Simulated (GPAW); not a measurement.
# WSe2 in GPAW: band structure with LDA

Aim: the band structure of WSe2 with LDA.

All numbers are computed with GPAW 26.7.0; they aren't measurements. Logs are shortened: lines on timing, memory, paths and dates and some standing lists are left out, and cuts for length are marked. The log counts tension as positive stress, the text compression.

## 1. Starting point

The cell holds a slab with vacuum, 6 atoms: a = 3.290 Å, b = 3.290 Å, c = 22.685 Å, α = 90.00°, β = 90.00°, γ = 120.00°.

## 2. Band structure, LDA, spin-orbit coupling, no magnetisation

run.py

```python
import numpy as np
from ase import Atoms
from ase.dft.bandgap import bandgap
from ase.io import write
from ase.units import GPa
from ase.parallel import parprint
from gpaw import GPAW, PW
from gpaw.spinorbit import soc_eigenstates

atoms = Atoms(['Se', 'Se', 'Se', 'Se', 'W', 'W'],
              cell=[[3.2899984529, 0.0, 0.0],
                    [-1.6449992265, 2.8492222387, 0.0],
                    [0.0, 0.0, 22.685]],
              scaled_positions=[[0.66666667, 0.33333333, 0.28330924],
                                [0.66666667, 0.33333333, 0.43081904],
                                [0.3333333367, 0.6666666633, 0.56918096],
                                [0.3333333367, 0.6666666633, 0.71669076],
                                [0.3333333367, 0.6666666633, 0.35706414],
                                [0.66666667, 0.33333333, 0.64293586]],
              pbc=True)

calc = GPAW(mode=PW(600),
            xc='LDA',
            kpts={'size': (9, 9, 1), 'gamma': True},
            occupations={'name': 'fermi-dirac', 'width': 0.05},
            nbands=46,
            convergence={'density': 1e-05, 'energy': 1e-05},
            maxiter=150,
            txt='gpaw.txt')
atoms.calc = calc
energy = atoms.get_potential_energy()
forces = atoms.get_forces()
stress = atoms.get_stress()
calc.write('gs.gpw')
write('result.traj', atoms)
parprint(f'Energy: {energy:.6f} eV')
parprint('Forces (eV/A):')
parprint(forces.round(4))
parprint('Stress (GPa):', (stress / GPa).round(3))
parprint('Fermi level:', round(calc.get_fermi_level(), 4), 'eV')
parprint(f'Gap: {bandgap(calc)[0]:.4f} eV, direct: {bandgap(calc, direct=True)[0]:.4f} eV')

path = atoms.cell.bandpath('GMKGALHA,LM,KH', npoints=61, eps=1e-4)
bs_calc = calc.fixed_density(kpts=path, symmetry='off', nbands=80,
                             convergence={'bands': 'CBM+6.0', 'eigenstates': 1e-6}, txt='bands.txt')
bs = bs_calc.band_structure()
bs.write('bs.json')
parprint(f'Gap on the path: {bandgap(bs_calc)[0]:.4f} eV')

soc = soc_eigenstates(bs_calc, theta=54.7, phi=45)
np.savetxt('soc_bands.dat', soc.eigenvalues(), fmt='%.4f')
mesh = soc_eigenstates('gs.gpw', theta=54.7, phi=45)
np.savetxt('soc_mesh.dat', mesh.eigenvalues(), fmt='%.4f')
parprint('Fermi level with spin-orbit coupling:', round(mesh.fermi_level, 4), 'eV')
```

Potentials or basis: the program's PAW data sets (release 1.2.1) made for this functional, pw.

Started as:

```
> OMP_NUM_THREADS=1 mpirun -n 4 gpaw python run.py
```

gpaw.txt:

```text
__  _  _
 | _ |_)|_||  |
 |__||  | ||/\| - 26.7.0

Input parameters:
  mode=PW(ecut=600.0),
  convergence={'density': 1e-05, 'energy': 1e-05},
  kpts=MonkhorstPack(size=(9, 9, 1), gamma=True),
  maxiter=150,
  nbands=46,
  occupations=Occupations(name='fermi-dirac', width=0.05),
  xc=XC(name='LDA')

Diagonalizing LCAO Hamiltonian
Converting LCAO to pw mode

        Se

           W

        Se

           Se

        W

           Se

Atoms  # Å, Bohr magnetons
|   | symbol |        x |        y |         z |    initial magnetic moments |
|---|--------|----------|----------|-----------|-----------------------------|
| 0 |     Se | 1.644999 | 0.949741 |  6.426870 | ( 0.0000,  0.0000,  0.0000) |
| 1 |     Se | 1.644999 | 0.949741 |  9.773130 | ( 0.0000,  0.0000,  0.0000) |
| 2 |     Se | 0.000000 | 1.899481 | 12.911870 | ( 0.0000,  0.0000,  0.0000) |
| 3 |     Se | 0.000000 | 1.899481 | 16.258130 | ( 0.0000,  0.0000,  0.0000) |
| 4 |      W | 0.000000 | 1.899481 |  8.100000 | ( 0.0000,  0.0000,  0.0000) |
| 5 |      W | 1.644999 | 0.949741 | 14.585000 | ( 0.0000,  0.0000,  0.0000) |

Unit cell  # Å
| periodic |         x |        y |         z |   lengths |     angles |
|----------|-----------|----------|-----------|-----------|------------|
|      yes |  3.289998 | 0.000000 |  0.000000 |  3.289998 |  90.000000 |
|      yes | -1.644999 | 2.849222 |  0.000000 |  3.289998 |  90.000000 |
|      yes |  0.000000 | 0.000000 | 22.685000 | 22.685000 | 120.000000 |

Number of symmetries: 12
Symmetry operations  # r_c * U_cc + t_c -> r_c
|    | kind |            matrix            |
|----|------|------------------------------|
|  0 |  σ   |  1, 1, 0,  0,-1, 0,  0, 0, 1 |
|  1 |  S6  |  1, 1, 0, -1, 0, 0,  0, 0,-1 |
|  2 |  E   |  1, 0, 0,  0, 1, 0,  0, 0, 1 |
|  3 |  C2  |  1, 0, 0, -1,-1, 0,  0, 0,-1 |
|  4 |  C2  |  0, 1, 0,  1, 0, 0,  0, 0,-1 |
|  5 |  C3  |  0, 1, 0, -1,-1, 0,  0, 0, 1 |
|  6 |  S6  |  0,-1, 0,  1, 1, 0,  0, 0,-1 |
|  7 |  σ   |  0,-1, 0, -1, 0, 0,  0, 0, 1 |
|  8 |  σ   | -1, 0, 0,  1, 1, 0,  0, 0, 1 |
|  9 |  i   | -1, 0, 0,  0,-1, 0,  0, 0,-1 |
| 10 |  C3  | -1,-1, 0,  1, 0, 0,  0, 0, 1 |
| 11 |  C2  | -1,-1, 0,  0, 1, 0,  0, 0,-1 |

BZ-sampling:
  Number of BZ points: 81
  Number of IBZ points: 12

  Monkhorst-Pack size: [9, 9, 1]
  Monkhorst-Pack shift: [0, 0, 0]

K-points  # in reciprocal-cell coordinates
|     |                                coordinates |     weight |
|-----|--------------------------------------------|------------|
|   0 | (  0.00000000,   0.00000000,   0.00000000) | 0.01234568 |
|   1 | (  0.11111111,   0.00000000,   0.00000000) | 0.07407407 |
|   2 | (  0.22222222,  -0.11111111,   0.00000000) | 0.07407407 |
|   3 | (  0.22222222,   0.00000000,   0.00000000) | 0.07407407 |
|   4 | (  0.33333333,  -0.11111111,   0.00000000) | 0.14814815 |
|   5 | (  0.33333333,   0.00000000,   0.00000000) | 0.07407407 |
|   6 | (  0.33333333,   0.33333333,   0.00000000) | 0.02469136 |
|   7 | (  0.44444444,  -0.22222222,   0.00000000) | 0.07407407 |
|   8 | (  0.44444444,  -0.11111111,   0.00000000) | 0.14814815 |
|   9 | (  0.44444444,   0.00000000,   0.00000000) | 0.07407407 |
| ... |                                            |            |
|  11 | (  0.44444444,   0.44444444,   0.00000000) | 0.07407407 |

Plane wave coefficients: 7207
Cutoff: 600.0 eV

Spin-components: 1 (collinear spins)
Bands:           46
Projectors:      32
Spin-degeneracy: 2
Datatype:        complex128

Parallelization:
  kpt:    4
  domain: 1
  band:   1

Density:
  Valence electrons: 52.0
  Components: 1
  Grid points: [ 20  20 135]
  Charge: 0.0  # |e|

Potential:
  Grid points: [ 20  20 135]

species:
  Se:
    name:    Selenium
    Z:       34.0
    valence: 6
    core:    28
    charge:  0.0  # [|e|]
    compensation charges:
      type: gauss
      rc: 0.27  # [Å]
      lmax: 2
    cutoffs:
      filter: 1.77  # [Å]
      core: 2.67  # [Å]
    projectors
    | kind |    occ | energy [eV] | rcut [Å] |
    |------|--------|-------------|----------|
    |   4s |  2.000 |     -17.472 |    0.847 |
    |   4p |  4.000 |      -6.656 |    1.005 |
    |    s |        |       9.739 |    0.847 |
    |    p |        |      20.555 |    1.005 |
    |    d |        |       0.000 |    0.847 |

    Using partial waves for Se as LCAO basis

  W:
    name:    Tungsten
    Z:       74.0
    valence: 14
    core:    60
    charge:  0.0  # [|e|]
    compensation charges:
      type: gauss
      rc: 0.40  # [Å]
      lmax: 2
    cutoffs:
      filter: 2.36  # [Å]
      core: 3.02  # [Å]
    projectors
    | kind |    occ | energy [eV] | rcut [Å] |
    |------|--------|-------------|----------|
    |   5s |  2.000 |     -79.053 |    1.344 |
    |   6s |  2.000 |      -5.886 |    1.344 |
    |   5p |  6.000 |     -43.417 |    1.355 |
    |   6p |  0.000 |      -1.469 |    1.355 |
    |   5d |  4.000 |      -4.693 |    1.228 |
    |    d |        |      22.518 |    1.228 |

    Using partial waves for W as LCAO basis

Reference energy: -1141100.906990  # eV

eigensolver:
  PPCG
  Converge bands: occupied
  niter=2

density mixing:
  MSR1-Mixer
  Pratt-step length: 0.05
  Maximum mixing coefficient: 0.75
  Old densities: 10
  SVD Regularization: 0.005
  Good broyden scale: 1.0
  Trust region scale: 1.0
  Backstep threshold: 4.0
  History deletion threshold: 6.0
  Fourier metric: weight=20.0, sigma=0.015

occupation numbers:
  Fermi-Dirac:
    width: 0.0500  # eV

poisson solver:
  ecut: 4800.0  # eV

xc functional:
  name: None

convergence criteria:
- Maximum integral of absolute [dens]ity change: 1e-05 electrons / valence electron
- Maximum [total energy] change in last 3 cyles: 1e-05 eV / valence electron
- Maximum integral of absolute [eigenst]ate change: 4e-08 eV^2 / valence electron
maximum number of iterations: 150

SCF iterations
|iter     | |      energy | eigst |  dens |
|---------|-|-------------|-------|-------|
|iter:   1| |  -46.118412 | +0.22 |       |
|iter:   2| |  -46.217011 | -1.64 | -1.26 |
|iter:   3| |-1002.916137 | +2.04 | -1.26 |
|iter:   4| |  -33.627646 | +1.72 | +0.04 |
|iter:   5| |  -45.487319 | +0.60 | -0.76 |
|iter:   6| |  -46.957709 | -1.29 | -1.44 |
|iter:   7| |  -46.025683 | -2.17 | -1.30 |
|iter:   8| |  -45.789415 | -2.32 | -1.53 |
|iter:   9| |  -45.747919 | -2.85 | -1.96 |
|iter:  10| |  -45.746629 | -3.59 | -2.36 |
|iter:  11| |  -45.745595 | -4.51 | -2.66 |
|iter:  12| |  -45.744956 | -4.97 | -2.91 |
|iter:  13| |  -45.744926 | -5.83 | -3.45 |
|iter:  14| |  -45.744916c| -6.32 | -3.75 |
|iter:  15| |  -45.744916c| -7.00 | -4.50 |
|iter:  16| |  -45.744916c| -7.54c| -5.24c|

Converged in 16 steps
Energy contributions relative to reference atoms: (reference = -1141100.906990)

Energy contributions:
  Kinetic:          37.466467
  Coulomb:         -39.321328
  Zero:             -0.118603
  External:          0.000000
  Xc:              -43.771451
  Entropy:          -0.000000
  Spinorbit:         0.000000
  ----------------------------
  Free energy:     -45.744916
  Extrapolated:    -45.744916

dipole moment: (0.000029, 0.000048, 0.000386)  # |e|*Ang

Fermi level: 3.095
Eigenvalues  # (at kpt = [0.000, 0.000, 0.000])
| band index |      eig [eV] | occ [0-2] |
|------------|---------------|-----------|
|          0 |       -71.462 |     2.000 |
|        ... |               |           |
|         18 |        -0.026 |     2.000 |
|         19 |         0.711 |     2.000 |
|         20 |         1.093 |     2.000 |
|         21 |         1.093 |     2.000 |
|         22 |         1.120 |     2.000 |
|         23 |         1.120 |     2.000 |
|         24 |         1.780 |     2.000 |
|         25 |         2.462 |     2.000 |
|         26 |         5.271 |     0.000 |
|         27 |         5.271 |     0.000 |
|         28 |         5.305 |     0.000 |
|         29 |         5.305 |     0.000 |
|         30 |         5.432 |     0.000 |
|         31 |         5.432 |     0.000 |
|         32 |         5.527 |     0.000 |
|         33 |         5.527 |     0.000 |
|        ... |               |           |
|         45 |        13.030 |     0.000 |

Gap: 1.381 eV
Transition (v -> c):
  (s=0, k=0, n=25, [0.00, 0.00, 0.00]) -> (s=0, k=4, n=26, [0.33, -0.11, 0.00])
Direct/indirect transitions are different
Direct gap: 1.569 eV
Transition at: (s=0, k=6, n=25, [0.33, 0.33, 0.00])

Forces  # eV/Ang
|        x |        y |        z |
|----------|----------|----------|
|  0.00000 |  0.00000 |  0.46381 |  # Se   0
|  0.00000 |  0.00000 | -0.38184 |  # Se   1
| -0.00000 |  0.00000 |  0.38184 |  # Se   2
|  0.00000 |  0.00000 | -0.46381 |  # Se   3
| -0.00000 |  0.00000 | -0.04357 |  # W    4
|  0.00000 | -0.00000 |  0.04357 |  # W    5

Stress tensor  # eV/Ang^3
|        x |         y |         z |
|----------|-----------|-----------|
| 0.016126 |  0.000000 |  0.000000 |
| 0.000000 |  0.016126 | -0.000000 |
| 0.000000 | -0.000000 |  0.014576 |

# Writing to gs.gpw (mode='')
```

It took 3.8 min on 4 MPI ranks of Intel Xeon Platinum 8375C at 2.90GHz (Ice Lake), shared host; peak memory 0.51 GiB.

Results:

```yaml
Free_energy: -45.7449 eV
Largest_force: 0.464 eV/Å
Band_gap_on_the_k_mesh: 1.26 eV, indirect (least direct gap 1.30 eV)
Band_gap_along_the_path: 1.16 eV, indirect (least direct gap 1.30 eV)
```

Forces on the atoms (eV/Å):
```
Se   0.000  0.000  0.464
Se   0.000  0.000 -0.382
Se   0.000  0.000  0.382
Se   0.000  0.000 -0.464
W    0.000  0.000 -0.044
W    0.000  0.000  0.044
```

Stress tensor (GPa, compression positive):
```
-2.58  0.00  0.00
 0.00 -2.58  0.00
 0.00  0.00 -2.34
```

Levels at the corners of the path, in eV from the valence-band top:
```tsv
point	band 49	band 50	band 51	band 52	band 53	band 54	band 55	band 56
Γ	-0.69	-0.69	-0.03	-0.03	2.53	2.53	2.57	2.57
M	-0.98	-0.98	-0.91	-0.91	2.05	2.05	2.06	2.06
K	-0.50	-0.50	0.00	0.00	1.30	1.30	1.35	1.35
Γ	-0.69	-0.69	-0.03	-0.03	2.53	2.53	2.57	2.57
A	-0.69	-0.69	-0.03	-0.03	2.53	2.53	2.57	2.57
L	-0.98	-0.98	-0.91	-0.91	2.05	2.05	2.06	2.06
H	-0.50	-0.50	0.00	0.00	1.30	1.30	1.35	1.35
A	-0.69	-0.69	-0.03	-0.03	2.53	2.53	2.57	2.57
L	-0.98	-0.98	-0.91	-0.91	2.05	2.05	2.06	2.06
M	-0.98	-0.98	-0.91	-0.91	2.05	2.05	2.06	2.06
K	-0.50	-0.50	0.00	0.00	1.30	1.30	1.35	1.35
H	-0.50	-0.50	0.00	0.00	1.30	1.30	1.35	1.35
```

Caveat: spin-orbit coupling was added after a scalar SCF, so levels and gaps hold it while energy, forces, pressure and moments don't; this program's spin-orbit splittings come out too wide for heavy elements.
